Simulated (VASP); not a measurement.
Runs of VASP 6.6.1 on BaTiO3. It takes space group R3m (No. 160, trigonal). The conventional cell has a = 5.698 Å, b = 5.698 Å, c = 7.008 Å, α = 90.00°, β = 90.00°, γ = 120.00°. Ba (site symmetry 3m) has 12 O at 2.79 to 2.93 Å as nearest neighbours. Ti (site symmetry 3m) is surrounded by 6 O at 1.88 to 2.16 Å. Around O (site symmetry m) lie 2 Ti at 1.88 to 2.16 Å. 

```csv
task,cell,gap on the mesh (eV),pressure (GPa),largest force (eV/Å)
relaxation of cell and atoms,relaxed,2.81,0.0,-
relaxation of shape and atoms at fixed volume,atoms relaxed at fixed volume from: a relaxed cell with its volume scaled by 1.02,2.93,-2.1,0.01
relaxation of shape and atoms at fixed volume,atoms relaxed at fixed volume from: a relaxed cell with its volume scaled by 0.96,2.54,5.4,-
relaxation of shape and atoms at fixed volume,atoms relaxed at fixed volume from: a relaxed cell with its volume scaled by 0.98,2.67,2.5,0.01
relaxation of shape and atoms at fixed volume,atoms relaxed at fixed volume,2.81,0.0,-
relaxation of shape and atoms at fixed volume,atoms relaxed at fixed volume from: a relaxed cell with its volume scaled by 0.94,2.40,8.8,0.01
relaxation of shape and atoms at fixed volume,atoms relaxed at fixed volume from: a relaxed cell with its volume scaled by 1.04,(a),-4.0,-
relaxation of shape and atoms at fixed volume,atoms relaxed at fixed volume from: a relaxed cell with its volume scaled by 1.06,(b),-5.5,-
```

Alike in all rows: level r2SCAN; potentials or basis VASP PAW PBE potentials, release 64 (Ba_sv, Ti_sv, O); no spin polarisation; k mesh 9 × 9 × 7; cutoff (eV) 600; smearing gaussian 0.03 eV.

Fill in the values left out.

(a) 3.03; (b) 3.12.

Caveats: the PAW data sets were made with another functional, which shifts forces and pressure a little; spin-orbit coupling is left out, which moves the levels of the heavy elements; an odd mesh through Γ misses points on the zone boundary, where band edges often lie; the relaxation stopped at its first step, so nothing moved (some runs).

A k mesh can miss the band edges, and the runs leave out spin-orbit coupling on Ba.
